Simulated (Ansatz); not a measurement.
The following input was run with Ansatz 0.2.0.

```yaml
crystal:
  lattice:
    - [4.0790869928, 0.0, 0.0]
    - [0.0, 4.0790869928, 0.0]
    - [0.0, 0.0, 4.0790869928]
  atoms:
    - { symbol: Ti, position: [0.5, 0.5, 0.0], spin: 1.0 }
    - { symbol: Ti, position: [0.0, 0.5, 0.5] }
    - { symbol: Ti, position: [0.5, 0.0, 0.5] }
    - { symbol: O, position: [0.0, 0.5, 0.0] }
    - { symbol: O, position: [0.5, 0.0, 0.0] }
    - { symbol: O, position: [0.0, 0.0, 0.5] }
basis:
  ecutwfc: 500
kpoints:
  mp_grid: { grid: [10, 10, 10] }
  band_path:
    path:
      - [[0.0, 0.0, 0.0], [0.0, 0.5, 0.0], [0.5, 0.5, 0.0], [0.0, 0.0, 0.0], [0.5, 0.5, 0.5], [0.0, 0.5, 0.0]]
      - [[0.5, 0.5, 0.5], [0.5, 0.5, 0.0]]
    npoints: 14
hamiltonian:
  xc: r2scan
scf:
  occupations: { method: gaussian, width: 0.1 }
  n_extra_bands: 15
output:
  forces: true
  stress: true
  eigenvalues: true
  populations: true
  dos: { projected: true, de: 0.02, nscf_kmesh: { grid: [15, 15, 15] } }
  bader: true
magnetization:
  spin_polarized: true
```

Command:
```bash
ansatz run input.yaml --threads 1 --pin off --max-ram 2560MiB --backend cpu --events-out ev --progress --plain --runs-dir out
```

These are results of DFT r2SCAN, scalar-relativistic, plane waves, PAW in Ansatz, not measurements.

Abridged output (final results; tables in files aren't shown):

```
SCF 1 converged in 23 iterations: F = -9227.067898 eV  dr2 = 1.69e-10
this state was not tested for a lower state beside it, because the mixer in use, unlike msr1, does not test its closes by its own steps (another_mixer; see scf.mixing.algorithm and scf.lower_state_search)
SCF converged after 23 iterations
Magnetization: 1.3488 μB (27.6744 up, 26.3256 down)
Absolute magnetization: 1.3689 μB (∫|ρ↑−ρ↓|, with the PAW one-centre terms)
Spin contamination: 0.0030 ħ² per cell (⟨S²⟩ above its minimum at these occupations)
Per-site moments (μB) at R_I (Å): [(0.25254727, 0.84131169), (0.25253905, 0.84131169), (0.25253905, 0.84131169), (0.00270395, 0.84131169), (0.00270395, 0.84131169), (0.00270469, 0.84131169)]
Free energy (F): -9227.067898 eV
Harris-Foulkes:  -9227.067898 eV  (|F-HF|=2.04e-9)
Internal energy: -9227.050368 eV  (E = F + TS)
E sigma→0 (E₀):  -9227.059133 eV
Entropy (-TS):   -0.017530 eV (-2.922 meV/atom)
Fermi energy:    12.961076 eV
--- Per-component energies (eV) ---
  E_band       = -510.992185
  E_kinetic    = 1351.725192
  E_local      = -3327.250834  (includes V_loc(G=0)·N_el)
  E_nonlocal   = 160.537582
  E_hartree    = 1312.472006
  E_xc         = -502.164663
  E_vxc        = -719.870182  (∫ρ·V_xc dr)
  E_paw        = -3648.984098  (= ΣΔE_a)
  E_vpaw       = -648.900606  (= ΣTr[D̂ρ^β])
  E_aug_tail   = 0.003216  (compensation charges beyond the density's cutoff)
  E_vtau       = 47.819482  (kinetic-family band-sum trace: ∫τ·v_τ [+ j·A + Jᵃ·Aᵃ] dr)
  E_ewald      = -4572.532573
  E_core_change = -0.856194  (= ΣΔE_core)
  E_smearing   = -0.017530  (= −TS)
--- Forces (eV/Å), atoms counted from 1 ---
  atom   1  Ti     0.00000000     0.00000000     0.00000000
  atom   2  Ti     0.00000000     0.00000000     0.00000000
  atom   3  Ti     0.00000000     0.00000000     0.00000000
  atom   4  O      0.00000000     0.00000000     0.00000000
  atom   5  O      0.00000000     0.00000000     0.00000000
  atom   6  O      0.00000000     0.00000000     0.00000000
--- Stress (GPa, compression-positive) ---
       -3.198572       0.000000       0.000000
        0.000000      -3.198572       0.000000
        0.000000       0.000000      -3.198680
  P = ⅓ Tr σ = -3.1986 GPa (-31.986 kbar)
--- Band table (eV; the first three rows and the last of 252) ---
  k-point 0 ↑: bands = ["-46.8713", "-46.7246", "-46.7246", "-22.2900", "-22.2900", "-22.2900", "-22.0482", "-22.0482", "-22.0482", "-21.7107", "-21.7107", "-21.7107", "-8.3182", "-7.5578", "-7.5578", "7.1979", "7.1979", "7.1979", "8.4867", "8.5836", "8.5836", "8.5837", "9.6984", "9.6984", "9.6984", "11.2481", "11.2481", "11.2481", "14.3539", "14.3539", "14.3539", "15.0837", "15.0837", "15.5109", "16.2876", "16.2876", "16.2876", "16.3865", "16.3865", "17.7719", "21.2960", "21.2960"]
  k-point 1 ↑: bands = ["-46.8681", "-46.7278", "-46.7245", "-22.2838", "-22.2830", "-22.2830", "-22.0537", "-22.0503", "-22.0503", "-21.7247", "-21.7157", "-21.7157", "-8.2743", "-7.5580", "-7.5157", "7.0634", "7.1955", "7.1955", "8.3588", "8.5193", "8.5193", "8.5729", "9.5824", "9.6217", "9.6217", "11.2763", "11.4106", "11.4106", "14.3088", "14.4483", "14.4483", "15.1015", "15.1189", "15.6172", "16.1578", "16.1578", "16.2879", "16.3803", "16.4918", "17.8972", "21.0587", "21.4513"]
  k-point 2 ↑: bands = ["-46.8589", "-46.7368", "-46.7243", "-22.2659", "-22.2632", "-22.2632", "-22.0682", "-22.0571", "-22.0571", "-21.7629", "-21.7290", "-21.7290", "-8.1565", "-7.5596", "-7.4037", "6.7137", "7.1870", "7.1870", "7.8202", "8.3758", "8.3758", "8.7647", "9.3793", "9.4444", "9.4444", "11.3540", "11.8190", "11.8190", "14.1871", "14.6762", "14.6762", "15.0252", "15.1523", "15.7378", "15.8311", "15.8311", "16.2887", "16.4305", "16.8657", "18.2460", "20.6453", "21.8482"]
  k-point 125 ↓: bands = ["-46.3656", "-46.3656", "-46.3656", "-22.1339", "-22.1339", "-22.1339", "-21.7128", "-21.5075", "-21.5075", "-21.5075", "-21.0723", "-21.0723", "-6.8473", "-6.8473", "-6.8473", "5.3619", "5.6244", "5.6244", "5.6244", "6.3935", "6.3935", "6.3935", "9.7690", "9.7690", "12.6165", "12.6165", "12.6165", "13.5738", "15.9733", "15.9733", "15.9733", "16.0411", "16.0411", "16.1124", "17.4552", "17.4552", "17.4552", "19.2313", "19.2313", "19.2313", "21.8963", "21.8963"]
--- Löwdin populations: 6 sites ---
  site symbol q [e]    m [muB]
     0     Ti     11.1815     0.4378
     1     Ti     11.1815     0.4378
     2     Ti     11.1815     0.4378
     3      O      6.7166    -0.0038
     4      O      6.7166    -0.0038
     5      O      6.7166    -0.0038
  spilling = 0.005660 (of n_electrons = 54.000000)
--- Bader charges: 6 sites ---
  site symbol charge [e]  shift [e]    m [muB]
     0     Ti      1.3386     0.0007     0.4183
     1     Ti      1.3386     0.0007     0.4184
     2     Ti      1.3386     0.0007     0.4184
     3      O     -1.3386     0.0007     0.0312
     4      O     -1.3386     0.0007     0.0312
     5      O     -1.3386     0.0007     0.0312
  estimated error of the sums over rays = 2.4e-4 e
```

The calculation finished and met its thresholds.

The run took 100 s on 1 thread of AMD EPYC 9R45 96-Core Processor (Zen 5), on a shared host, peak memory 1.2 GiB.

The state reached may not be the lowest one.